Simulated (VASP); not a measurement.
## ZnS in VASP 6.6.1, single-point calculation

INCAR

```
ENCUT = 520
SIGMA = 0.02
LREAL = .FALSE.
NSW = 0
ISMEAR = -1
METAGGA = MBJ
LASPH = .FALSE.
LWAVE = .FALSE.
MAXMIX = 5
NELM = 120
LCHARG = .FALSE.
EDIFF = 1E-7
PREC = Accurate
NBANDS = 16
IBRION = -1
ISIF = 2
```

KPOINTS

```
KPOINTS created by Atomic Simulation Environment
0
Gamma
8 8 8
0 0 0
```

POSCAR

```
Zn S
 1.0000000000000000
    -0.0852774290000000    2.6896309774999998    2.6896309774999998
     2.6896309774999998   -0.0852774290000000    2.6896309774999998
     2.6896309774999998    2.6896309774999998   -0.0852774290000000
 Zn  S
   1   1
Cartesian
 -0.0136697235645530 -0.0136697235645530 -0.0136697235645530
  1.3371658550645531  1.3371658550645531  1.3371658550645533
```

The recommended PBE PAW datasets give the neutral cell 18 valence electrons.

Command

```
mpirun -np 1 vasp_std
```

Task: Predict the outcome of this run.

Result: It converged. Results: gap between bands v and c on the k mesh 3.39 eV; least direct gap on the k mesh 3.39 eV. Band v is the last that the valence electrons fill when counted band by band, and c is the next.

OSZICAR

```
N       E                     dE             d eps       ncg     rms          rms(c)
DAV:   1     0.222100618389E+03    0.22210E+03   -0.87057E+03  2096   0.132E+03
DAV:   2     0.134407893958E+03   -0.87693E+02   -0.81450E+02  2368   0.248E+02
DAV:   3     0.128717680959E+03   -0.56902E+01   -0.56641E+01  2544   0.634E+01
DAV:   4     0.128662478233E+03   -0.55203E-01   -0.55193E-01  2600   0.649E+00
DAV:   5     0.128661986815E+03   -0.49142E-03   -0.49141E-03  2592   0.587E-01    0.121E+01
DAV:   6     0.128816591789E+03    0.15460E+00   -0.16811E+01  2096   0.125E+02    0.181E+01
DAV:   7     0.129655588863E+03    0.83900E+00   -0.25343E+00  2424   0.220E+01    0.168E+01
DAV:   8     0.129532961896E+03   -0.12263E+00   -0.28692E-01  2744   0.481E+00    0.144E+01
DAV:   9     0.131333056752E+03    0.18001E+01   -0.13595E+00  2520   0.237E+01    0.358E+00
DAV:  10     0.131369701490E+03    0.36645E-01   -0.63402E-01  2736   0.885E+00    0.505E+00
...
DAV:  32     0.131462762642E+03    0.90727E-05   -0.19167E-11  1088   0.971E-05    0.486E-05
DAV:  33     0.131462765263E+03    0.26213E-05   -0.12401E-11  1072   0.636E-05    0.296E-05
DAV:  34     0.131462766633E+03    0.13692E-05   -0.53542E-12  1088   0.228E-05    0.993E-06
DAV:  35     0.131462767383E+03    0.75005E-06   -0.21202E-12  1072   0.163E-05    0.514E-06
DAV:  36     0.131462766923E+03   -0.45945E-06   -0.11576E-12  1088   0.714E-06    0.837E-07
DAV:  37     0.131462766816E+03   -0.10725E-06   -0.63710E-13  1072   0.402E-06    0.126E-06
DAV:  38     0.131462766711E+03   -0.10540E-06   -0.10345E-12  1072   0.130E-06    0.121E-06
DAV:  39     0.131462766573E+03   -0.13748E-06   -0.14179E-13  1088   0.934E-07    0.144E-06
DAV:  40     0.131462766522E+03   -0.51207E-07    0.44978E-13  1072   0.689E-07
   1 F= 0.13146277E+03 E0= 0.13146277E+03  d E =-.191498E-10
```

Standard output (part)

```
POSCAR found type information on POSCAR ZnS
 POSCAR found :  2 types and       2 ions
 LDA part: xc-table for (None), standard interpolation
 POSCAR, INCAR and KPOINTS ok, starting setup
 WAVECAR not read
 entering main loop
```

The MBJ potential has no energy functional, so only its levels carry meaning.

For comparison, a separate PBE run of the intended cell, on usual settings and not on those above, gives a gap of 1.81 eV on its mesh and a pressure of -0.6 GPa.
